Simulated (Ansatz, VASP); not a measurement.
One calculation of GaN, two programs

```xyz
2
Lattice="0.0000 1.9925 1.9925 1.9925 0.0000 1.9925 1.9925 1.9925 0.0000" Properties=species:S:1:pos:R:3 pbc="T T T"
Ga    1.9925    1.9925    1.9925
N     0.0000    0.0000    0.0000
```

Measurements of this composition are mostly on another form, of space group No. 186.

Alike in both runs: task electric field gradients; functional PBE; k mesh 12 × 12 × 12; occupations fermi-dirac, width 0.02 eV; no spin polarisation.

```csv
,VASP,Ansatz
version,VASP 6.6.1,Ansatz 0.2.0
potentials or method,"VASP PAW PBE potentials, release 64 (Ga_d, N)","plane-wave PAW, scalar-relativistic"
plane-wave cutoff (eV),520,420
valence electrons in the cell,18,18
```

```tsv
	VASP	Ansatz	Ansatz less VASP
gap on the k mesh at the Fermi level (eV)	1.81	1.82	+0.014
Vzz of the field gradient on the site that differs most (V/Å²)	0.0	0.0	0.00
```

 Expect the measured gap to be larger: semilocal functionals such as PBE lack the derivative discontinuity. A k mesh can miss the band edges.
